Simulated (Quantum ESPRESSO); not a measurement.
# MgS (F-43m) in Quantum ESPRESSO: reference runs, part 2 of 2

Quantum ESPRESSO 7.5. Earlier steps stand in the parts before.

**3. Single point, PBE (atoms moved at random, drawn with an rms of 0.05 Å)**

File pw.in:

```
&CONTROL
  calculation = 'scf'
  prefix = 'pwscf'
  outdir = './tmp'
  pseudo_dir = './pseudo'
  tprnfor = .true.
  tstress = .true.
  disk_io = 'nowf'
/
&SYSTEM
  ibrav = 0
  nat = 2
  ntyp = 2
  ecutwfc = 55
  ecutrho = 440
  nbnd = 9
  occupations = 'smearing'
  smearing = 'fd'
  degauss = 0.00367493
/
&ELECTRONS
  conv_thr = 4d-10
  electron_maxstep = 120
  mixing_beta = 0.5
/
ATOMIC_SPECIES
S     32.0600 s_pbe_v1.4.uspp.F.UPF
Mg    24.3050 Mg.pbe-n-kjpaw_psl.0.3.0.UPF
CELL_PARAMETERS angstrom
   0.0000000000    2.8331200468    2.8331200468
   2.8331200468    0.0000000000    2.8331200468
   2.8331200468    2.8331200468    0.0000000000
ATOMIC_POSITIONS crystal
S      0.2577930000    0.2466650000    0.2502830000
Mg    -0.0128600000    0.0110690000    0.0033980000
K_POINTS automatic
8 8 8 0 0 0
```

Potentials or basis: SSSP 1.3 efficiency PBE.

On the command line:

```
OMP_NUM_THREADS=1 pw.x -in pw.in > pw.out
```

pw.out:

```text
This program is part of the open-source Quantum ESPRESSO suite
     for quantum simulation of materials; please cite
         "P. Giannozzi et al., J. Phys.:Condens. Matter 21 395502 (2009);
         "P. Giannozzi et al., J. Phys.:Condens. Matter 29 465901 (2017);
         "P. Giannozzi et al., J. Chem. Phys. 152 154105 (2020);
     in publications or presentations arising from this work. More details at

     file Mg.pbe-n-kjpaw_psl.0.3.0.UPF: wavefunction(s)  3S renormalized

     Subspace diagonalization in iterative solution of the eigenvalue problem:
     a serial algorithm will be used

     G-vector sticks info
     --------------------
     sticks:   dense  smooth     PW     G-vecs:    dense   smooth      PW
     Sum        1735     859    253                47831    16865    2741

     Using Slab Decomposition

     bravais-lattice index     =            0
     lattice parameter (alat)  =       7.5714  a.u.
     unit-cell volume          =     306.9174 (a.u.)^3
     number of atoms/cell      =            2
     number of atomic types    =            2
     number of electrons       =         8.00
     number of Kohn-Sham states=            9
     kinetic-energy cutoff     =      55.0000  Ry
     charge density cutoff     =     440.0000  Ry
     scf convergence threshold =      4.0E-10
     mixing beta               =       0.5000
     number of iterations used =            8  plain     mixing
     Exchange-correlation= SLA  PW   PBX  PBC
                           (   1   4   3   4   0   0   0)

     celldm(1)=   7.571446  celldm(2)=   0.000000  celldm(3)=   0.000000
     celldm(4)=   0.000000  celldm(5)=   0.000000  celldm(6)=   0.000000

     crystal axes: (cart. coord. in units of alat)
               a(1) = (   0.000000   0.707107   0.707107 )
               a(2) = (   0.707107   0.000000   0.707107 )
               a(3) = (   0.707107   0.707107   0.000000 )

     reciprocal axes: (cart. coord. in units 2 pi/alat)
               b(1) = ( -0.707107  0.707107  0.707107 )
               b(2) = (  0.707107 -0.707107  0.707107 )
               b(3) = (  0.707107  0.707107 -0.707107 )

     PseudoPot. # 1 for S  read from file:
     s_pbe_v1.4.uspp.F.UPF
     Pseudo is Ultrasoft + core correction, Zval =  6.0
     Generated by new atomic code, or converted to UPF format
     Using radial grid of  907 points,  6 beta functions with:
                l(1) =   0
                l(2) =   0
                l(3) =   1
                l(4) =   1
                l(5) =   2
                l(6) =   2
     Q(r) pseudized with  8 coefficients,  rinner =    1.300   1.300   1.300
                                                       1.300   1.300

     PseudoPot. # 2 for Mg read from file:
     Mg.pbe-n-kjpaw_psl.0.3.0.UPF
     Pseudo is Projector augmented-wave + core cor, Zval =  2.0
     Generated using "atomic" code by A. Dal Corso  v.5.0.99 svn rev. 10869
     Shape of augmentation charge: PSQ
     Using radial grid of 1129 points,  4 beta functions with:
                l(1) =   0
                l(2) =   0
                l(3) =   1
                l(4) =   1
     Q(r) pseudized with 0 coefficients

     atomic species   valence    mass     pseudopotential
     S                 6.00    32.06000     S ( 1.00)
     Mg                2.00    24.30500     Mg( 1.00)

     No symmetry found

   Cartesian axes

     site n.     atom                  positions (alat units)
         1        S      tau(   1) = (   0.3513953   0.3592640   0.3567057  )
         2        Mg     tau(   2) = (   0.0102297  -0.0066906  -0.0012664  )

     number of k points=   260  Fermi-Dirac smearing, width (Ry)=  0.0037

     Number of k-points >= 100: set verbosity='high' to print them.

     Dense  grid:    47831 G-vectors     FFT dimensions: (  54,  54,  54)

     Smooth grid:    16865 G-vectors     FFT dimensions: (  36,  36,  36)

     Initial potential from superposition of free atoms

     starting charge       7.9990, renormalised to       8.0000
     Starting wfcs are    8 randomized atomic wfcs +    1 random wfcs
     Checking if some PAW data can be deallocated...

     Self-consistent Calculation

     iteration #  1     ecut=    55.00 Ry     beta= 0.50
     Davidson diagonalization with overlap
     ethr =  1.00E-02,  avg # of iterations =  6.8

     total energy              =     -57.89606951 Ry
     estimated scf accuracy    <       0.12902910 Ry

     iteration #  2     ecut=    55.00 Ry     beta= 0.50
     Davidson diagonalization with overlap
     ethr =  1.61E-03,  avg # of iterations =  2.0

     total energy              =     -57.92345245 Ry
     estimated scf accuracy    <       0.00593654 Ry

     iteration #  3     ecut=    55.00 Ry     beta= 0.50
     Davidson diagonalization with overlap
     ethr =  7.42E-05,  avg # of iterations =  4.1
[... 29 lines left out ...]
     total energy              =     -57.92446374 Ry
     estimated scf accuracy    <       0.00000002 Ry

     iteration #  8     ecut=    55.00 Ry     beta= 0.50
     Davidson diagonalization with overlap
     ethr =  2.58E-10,  avg # of iterations =  5.8

     total energy              =     -57.92446376 Ry
     estimated scf accuracy    <          6.3E-09 Ry

     iteration #  9     ecut=    55.00 Ry     beta= 0.50
     Davidson diagonalization with overlap
     ethr =  7.81E-11,  avg # of iterations =  2.0

     End of self-consistent calculation

     Number of k-points >= 100: set verbosity='high' to print the bands.

     the Fermi energy is     4.4341 ev

!    total energy              =     -57.92446376 Ry
     estimated scf accuracy    <          3.0E-11 Ry
     smearing contrib. (-TS)   =      -0.00000000 Ry
     internal energy E=F+TS    =     -57.92446376 Ry

     The total energy is F=E-TS. E is the sum of the following terms:
     one-electron contribution =      -1.78134194 Ry
     hartree contribution      =       4.23343551 Ry
     xc contribution           =     -10.16574868 Ry
     ewald contribution        =     -18.92165449 Ry
     one-center paw contrib.   =     -31.28915416 Ry

     convergence has been achieved in   9 iterations

     Forces acting on atoms (cartesian axes, Ry/au):

     atom    1 type  1   force =     0.01149157   -0.01150241   -0.00576974
     atom    2 type  2   force =    -0.01149157    0.01150241    0.00576974

     Total force =     0.024399     Total SCF correction =     0.000000

     Computing stress (Cartesian axis) and pressure

          total   stress  (Ry/bohr**3)                   (kbar)     P=        9.12
   0.00006027  -0.00003535  -0.00007580            8.87       -5.20      -11.15
  -0.00003535   0.00006026   0.00007572           -5.20        8.86       11.14
  -0.00007580   0.00007572   0.00006542          -11.15       11.14        9.62

=------------------------------------------------------------------------------=
   JOB DONE.
=------------------------------------------------------------------------------=
```

It took 48 s on 1 thread of Intel Xeon 6975P-C (Granite Rapids), shared host; peak memory 0.3 GiB.

Results:

| Item | Value |
| --- | --- |
| Free energy | -788.1025 eV |
| Pressure | 0.9 GPa |
| Largest force | 0.444 eV/Å |
| Band gap on the k mesh | 3.37 eV, direct |

Forces in eV/Å, atoms in the order of the input:
```
S    0.295 -0.296 -0.148
Mg  -0.295  0.296  0.148
```

A k mesh can miss the band edges.

**4. Single point, PBE, 21.38 Å³/atom**

Changes to pw.in since step 3:

```diff
@@ -29,8 +29,8 @@
 CELL_PARAMETERS angstrom
-   0.0000000000    2.8331200468    2.8331200468
-   2.8331200468    0.0000000000    2.8331200468
-   2.8331200468    2.8331200468    0.0000000000
+   0.0000000000    2.7752850422    2.7752850422
+   2.7752850422    0.0000000000    2.7752850422
+   2.7752850422    2.7752850422    0.0000000000
 ATOMIC_POSITIONS crystal
-S      0.2577930000    0.2466650000    0.2502830000
-Mg    -0.0128600000    0.0110690000    0.0033980000
+S      0.2500000000    0.2500000000    0.2500000000
+Mg     0.0000000000    0.0000000000    0.0000000000
 K_POINTS automatic
```

On the command line:

```
OMP_NUM_THREADS=1 pw.x -in pw.in > pw.out
```

It took 10 s on 1 thread of Intel Xeon 6975P-C (Granite Rapids), shared host; peak memory 0.23 GiB.

It converged, with:

- Free energy: -788.0712 eV
- Pressure: 4.9 GPa
- Band gap on the k mesh: 3.77 eV, direct

**5. Single point, PBE, 21.83 Å³/atom**

Changes to pw.in since step 4:

```diff
@@ -29,5 +29,5 @@
 CELL_PARAMETERS angstrom
-   0.0000000000    2.7752850422    2.7752850422
-   2.7752850422    0.0000000000    2.7752850422
-   2.7752850422    2.7752850422    0.0000000000
+   0.0000000000    2.7948299470    2.7948299470
+   2.7948299470    0.0000000000    2.7948299470
+   2.7948299470    2.7948299470    0.0000000000
 ATOMIC_POSITIONS crystal
```

On the command line:

```
OMP_NUM_THREADS=1 pw.x -in pw.in > pw.out
```

It took 11 s on 1 thread of Intel Xeon 6975P-C (Granite Rapids), shared host; peak memory 0.23 GiB.

Results (log left out):

| Item | Value |
| --- | --- |
| Free energy | -788.0948 eV |
| Pressure | 3.4 GPa |
| Band gap on the k mesh | 3.66 eV, direct |

**6. Single point, PBE, 22.29 Å³/atom**

Changes to pw.in since step 5:

```diff
@@ -29,5 +29,5 @@
 CELL_PARAMETERS angstrom
-   0.0000000000    2.7948299470    2.7948299470
-   2.7948299470    0.0000000000    2.7948299470
-   2.7948299470    2.7948299470    0.0000000000
+   0.0000000000    2.8141052454    2.8141052454
+   2.8141052454    0.0000000000    2.8141052454
+   2.8141052454    2.8141052454    0.0000000000
 ATOMIC_POSITIONS crystal
```

Potentials or basis: SSSP 1.3 efficiency PBE.

On the command line:

```
OMP_NUM_THREADS=1 pw.x -in pw.in > pw.out
```

Wall time 12 s (1 thread of Intel Xeon 6975P-C (Granite Rapids), shared host); peak memory 0.24 GiB.

The run converged. Its results:

```
Free energy            : -788.1101 eV
Pressure               : 2.0 GPa
Band gap on the k mesh : 3.55 eV, direct
```

**7. Single point, PBE, 22.74 Å³/atom**

Changes to pw.in since step 6:

```diff
@@ -29,5 +29,5 @@
 CELL_PARAMETERS angstrom
-   0.0000000000    2.8141052454    2.8141052454
-   2.8141052454    0.0000000000    2.8141052454
-   2.8141052454    2.8141052454    0.0000000000
+   0.0000000000    2.8331200468    2.8331200468
+   2.8331200468    0.0000000000    2.8331200468
+   2.8331200468    2.8331200468    0.0000000000
 ATOMIC_POSITIONS crystal
```

On the command line:

```
OMP_NUM_THREADS=1 pw.x -in pw.in > pw.out
```

Run time: 12 s. Hardware: 1 thread of Intel Xeon 6975P-C (Granite Rapids), shared host; peak memory 0.24 GiB.

It converged, with:

| Property | Result |
| --- | --- |
| Free energy | -788.1180 eV |
| Pressure | 0.8 GPa |
| Band gap on the k mesh | 3.45 eV, direct |

**8. Single point, PBE, 23.20 Å³/atom**

Changes to pw.in since step 7:

```diff
@@ -29,5 +29,5 @@
 CELL_PARAMETERS angstrom
-   0.0000000000    2.8331200468    2.8331200468
-   2.8331200468    0.0000000000    2.8331200468
-   2.8331200468    2.8331200468    0.0000000000
+   0.0000000000    2.8518829780    2.8518829780
+   2.8518829780    0.0000000000    2.8518829780
+   2.8518829780    2.8518829780    0.0000000000
 ATOMIC_POSITIONS crystal
```

On the command line:

```
OMP_NUM_THREADS=1 pw.x -in pw.in > pw.out
```

Wall time 12 s (1 thread of Intel Xeon 6975P-C (Granite Rapids), shared host); peak memory 0.24 GiB.

Results (log left out):

```
Free energy            : -788.1191 eV
Pressure               : -0.3 GPa
Band gap on the k mesh : 3.35 eV, direct
```

**9. Single point, PBE, 23.65 Å³/atom**

Changes to pw.in since step 8:

```diff
@@ -29,5 +29,5 @@
 CELL_PARAMETERS angstrom
-   0.0000000000    2.8518829780    2.8518829780
-   2.8518829780    0.0000000000    2.8518829780
-   2.8518829780    2.8518829780    0.0000000000
+   0.0000000000    2.8704022176    2.8704022176
+   2.8704022176    0.0000000000    2.8704022176
+   2.8704022176    2.8704022176    0.0000000000
 ATOMIC_POSITIONS crystal
```

Potentials or basis: SSSP 1.3 efficiency PBE.

On the command line:

```
OMP_NUM_THREADS=1 pw.x -in pw.in > pw.out
```

Wall time 12 s (1 thread of Intel Xeon 6975P-C (Granite Rapids), shared host); peak memory 0.25 GiB.

Results (log left out):

| Quantity | Value |
| --- | --- |
| Free energy | -788.1142 eV |
| Pressure | -1.4 GPa |
| Band gap on the k mesh | 3.26 eV, direct |

**10. Single point, PBE, 24.10 Å³/atom**

Changes to pw.in since step 9:

```diff
@@ -29,5 +29,5 @@
 CELL_PARAMETERS angstrom
-   0.0000000000    2.8704022176    2.8704022176
-   2.8704022176    0.0000000000    2.8704022176
-   2.8704022176    2.8704022176    0.0000000000
+   0.0000000000    2.8886855272    2.8886855272
+   2.8886855272    0.0000000000    2.8886855272
+   2.8886855272    2.8886855272    0.0000000000
 ATOMIC_POSITIONS crystal
```

On the command line:

```
OMP_NUM_THREADS=1 pw.x -in pw.in > pw.out
```

Run time: 13 s. Hardware: 1 thread of Intel Xeon 6975P-C (Granite Rapids), shared host; peak memory 0.25 GiB.

Results (log left out):

| Quantity | Value |
| --- | --- |
| Free energy | -788.1038 eV |
| Pressure | -2.3 GPa |
| Band gap on the k mesh | 3.17 eV, direct |

**11. Equation of state, PBE**

No new run: the results of the series are fitted here.

What came out:

```yaml
Equilibrium_volume: 23.05 Å³/atom
Bulk_modulus: 56 GPa
Pressure_derivative_of_the_bulk_modulus: 4.1
```

Energy against volume, from the lowest point:
```csv
volume (Å³/atom),energy (meV/atom)
21.376,23.95
21.831,12.17
22.285,4.52
22.740,0.58
23.195,0.00
23.650,2.46
24.105,7.68
```

**12. Overview**

| task | cell | gap on the mesh (eV) | pressure (GPa) |
| --- | --- | --- | --- |
| single point | as given | 3.45 | 0.8 |
| single point | atoms moved at random, drawn with an rms of 0.05 Å | 3.37 | 0.9 |
| equation of state | as given | - | - |

Alike in all rows: level PBE; potentials or basis SSSP 1.3 efficiency PBE; no spin polarisation; k mesh 8 × 8 × 8; cutoff (eV) 748; smearing fermi-dirac 0.05 eV.

Absolute energies hang on the potentials; compare differences alone.
